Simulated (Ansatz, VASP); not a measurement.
# SnSe in VASP and in Ansatz

```
Sn Se
1.0
     0.00000    3.07207    2.88960
     3.07207    0.00000    2.88960
     3.07207    3.07207    0.00000
Sn Se
1 1
Direct
  0.00000 0.00000 0.00000
  0.50000 0.50000 0.50000
```

Change from the starting cell: z stretched by -4 % at fixed volume.

Alike in both runs: task single point; functional PBE; k mesh 7 × 7 × 7; occupations fermi-dirac, width 0.01 eV; no spin polarisation.

|  | VASP | Ansatz |
| --- | --- | --- |
| version | VASP 6.6.1 | Ansatz 0.2.0 |
| potentials or method | VASP PAW PBE potentials, release 64 (Sn_d, Se), cutoff 520 eV | all-electron LAPW, scalar-relativistic |

|  | VASP | Ansatz | Ansatz less VASP |
| --- | --- | --- | --- |
| gap on the k mesh at the Fermi level (eV) | 0.58 | 0.58 | +0.002 |
| pressure (GPa) | 1.5 | 1.5 | +0.01 |
| largest component of the traceless stress (GPa) | 5.49 | 5.47 | -0.021 |

Ansatz ran all-electron here, so the differences hold the error of VASP's frozen core and of both bases.

Caveats: spin-orbit coupling is left out, which moves the levels of the heavy elements; an odd mesh through Γ misses points on the zone boundary, where band edges often lie.
